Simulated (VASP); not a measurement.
Here is a VASP 6.6.1 calculation.

INCAR

```
ALGO = Fast
EDIFF = 1E-7
ENCUT = 520
GGA = PS
ISIF = 2
ISMEAR = 0
LASPH = True
LCHARG = True
LELF = True
LREAL = False
LVHAR = True
LWAVE = False
NBANDS = 25
NELM = 100
PREC = Accurate
SIGMA = 0.1
```

The input KPOINTS:

```
k-points
0
Gamma
  12 12 8
```

File POSCAR:

```
AgO
1.0
    2.4746679470      2.4746679470      0.0000000000
   -2.4746679470      2.4746679470      0.0000000000
    0.0000000000      0.0000000000      4.9493358939
Ag O
2 2
Direct
    0.0000000000      0.0000000000      0.0000000000
    0.5000000000      0.5000000000      0.5000000000
    0.5000000000      0.0000000000      0.2500000000
    0.0000000000      0.5000000000      0.7500000000
```

Potentials or basis: VASP PAW PBE potentials, release 64 (Ag, O).

Launch:

```sh
$ cat potpaw_PBE.64/Ag/POTCAR potpaw_PBE.64/O/POTCAR > POTCAR
$ mpirun -np 1 vasp_std > vasp.out
```

Problem. Estimate the pressure.

Solution. -0.1 GPa.

Problem. What does it give for the band gap on the k mesh?

Solution. None (metal or under the smearing width).

Caveat: the PAW data sets were made with another functional, which shifts forces and pressure a little.
